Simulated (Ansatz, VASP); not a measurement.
This is a calculation of Sb for Ansatz 0.2.0.

input.yaml

```yaml
crystal:
  lattice:
    - [-1.8713408863, 1.8713408863, 1.8713408863]
    - [1.8713408863, -1.8713408863, 1.8713408863]
    - [1.8713408863, 1.8713408863, -1.8713408863]
  atoms:
    - { symbol: Sb, position: [0.0, 0.0, 0.0] }
kpoints:
  mp_grid: { grid: [10, 10, 10] }
scf:
  occupations: { method: gaussian, width: 0.1 }
hamiltonian:
  xc: lda
  pseudopotentials: { kind: all_electron, lapw: { basis_error: 0.001 } }
output:
  forces: true
  stress: true
  eigenvalues: true
```

Potentials or basis: all-electron LAPW, scalar-relativistic.

Command:

```sh
$ ansatz run input.yaml --threads 1 --pin off --max-ram 3072MiB --backend cpu --events-out ev --progress --plain --runs-dir out
```

**Question.** Translate it to VASP 6.6.1. Potentials there: VASP PAW LDA potentials, release 64 (Sb).

**Answer.** As run (the cutoff follows the program's own potentials):

The input INCAR:

```
  PREC = Accurate
  ENCUT = 520
  EDIFF = 1E-7
  ISMEAR = 0
  SIGMA = 0.1
  LREAL = F
  LASPH = T
  NELM = 60
  ALGO = Normal
  ISIF = 2
  LWAVE = F
  LCHARG = T
  GGA = CA
  LELF = T
  LVHAR = T
  NBANDS = 8
```

KPOINTS

```
Automatic mesh
0
Gamma
  10 10 10
```

The input POSCAR:

```
Sb
1.0
   -1.8713408863      1.8713408863      1.8713408863
    1.8713408863     -1.8713408863      1.8713408863
    1.8713408863      1.8713408863     -1.8713408863
Sb
1
Direct
    0.0000000000      0.0000000000      0.0000000000
```

Potentials or basis: VASP PAW LDA potentials, release 64 (Sb).

Run with:

```sh
$ cat potpaw_LDA.64/Sb/POTCAR > POTCAR
$ mpirun -np 1 vasp_std > vasp.out
```

Both were run:

|  | VASP | Ansatz | Ansatz less VASP |
| --- | --- | --- | --- |
| gap on the k mesh at the Fermi level (eV) | none | none | - |
| pressure (GPa) | -1.1 | -1.2 | -0.08 |

A gap of «none» marks a metal or a gap that the smearing closes. Ansatz ran all-electron here, so the differences hold the error of VASP's frozen core and of both bases.

The runs have no spin-orbit coupling, so splittings on Sb are missing.
